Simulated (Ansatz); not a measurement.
SnTe: projected density of states with HSE06

SnTe:

```
Te Sn
1.0
     0.00000    3.61115    3.61115
     3.61115    0.00000    3.61115
     3.61115    3.61115    0.00000
Te Sn
1 1
Direct
  0.25000 0.25000 0.25000
  0.00000 0.00000 0.00000
```

Measurements of this composition are mostly on another form, of space group No. 225.

```yaml
Program: Ansatz 0.2.0
Task: projected density of states
Functional: HSE06
Potentials_or_basis: Ansatz PAW
Cutoff: "420 eV (not typed: the program's choice for these potentials)"
k_mesh: 4 × 4 × 4
Occupations: fermi-dirac, width 0.05 eV
Spin: no spin polarisation
```

```json
{
  "Pressure": "-0.6 GPa",
  "Band gap on the k mesh": "0.38 eV, indirect (least direct gap 1.16 eV)"
}
```

Levels at points of the mesh, in eV from the valence-band top:
| k point | band 11 | band 12 | band 13 | band 14 | band 15 | band 16 | band 17 | band 18 | band 19 | band 20 |
| --- | --- | --- | --- | --- | --- | --- | --- | --- | --- | --- |
| (0.00, 0.00, 0.00) | -12.81 | -5.61 | -2.27 | -2.27 | -2.27 | 1.34 | 1.34 | 1.34 | 4.50 | 7.02 |
| (0.00, 0.00, -0.50) | -12.18 | -7.78 | -2.85 | -2.85 | -2.23 | 2.19 | 2.19 | 3.92 | 6.09 | 6.89 |
| (0.00, -0.50, -0.50) | -11.93 | -8.20 | -3.57 | -3.57 | -0.78 | 0.38 | 4.49 | 4.49 | 5.90 | 6.97 |

States per cell in windows of 1 eV (zero at the valence-band top; states under -8 eV left out):
| from (eV) | total | Te 5p | Sn 5p | Sn 5s | Te 5s |
| --- | --- | --- | --- | --- | --- |
| -8.0 | 1.64 | 0.34 | 0.03 | 1.17 | 0.09 |
| -7.0 | 0.21 | 0.03 | 0.00 | 0.14 | 0.03 |
| -6.0 | 0.01 | 0.00 | 0.00 | 0.00 | 0.00 |
| -5.0 | 0.00 | 0.00 | 0.00 | 0.00 | 0.00 |
| -4.0 | 2.79 | 1.84 | 0.92 | 0.01 | 0.00 |
| -3.0 | 1.24 | 0.91 | 0.31 | 0.00 | 0.00 |
| -2.0 | 0.78 | 0.46 | 0.16 | 0.13 | 0.03 |
| -1.0 | 1.19 | 0.78 | 0.14 | 0.22 | 0.03 |
| 0.0 | 0.09 | 0.00 | 0.08 | 0.00 | 0.01 |
| 1.0 | 1.77 | 0.24 | 1.30 | 0.02 | 0.12 |
| 2.0 | 1.98 | 0.50 | 1.28 | 0.01 | 0.02 |
| 3.0 | 2.09 | 0.58 | 1.14 | 0.01 | 0.02 |
| 4.0 | 0.08 | 0.02 | 0.04 | 0.00 | 0.00 |
| 5.0 | 1.72 | 0.07 | 0.13 | 0.01 | 0.00 |
| 6.0 | 1.96 | 0.03 | 0.05 | 0.00 | 0.00 |
| 7.0 | 1.84 | 0.05 | 0.06 | 0.00 | 0.00 |

It took 22 s on 2 threads of Intel(R) Xeon(R) Platinum 8488C (Sapphire Rapids) (shared host), peak memory 1.2 GiB.

Caveat: spin-orbit coupling is left out, which moves the levels of the heavy elements; the PAW data sets come from PBE, with cores solved anew for the run's functional, which leaves a small shift of forces and pressure; the thresholds are loose for stress. A k mesh can miss the band edges.
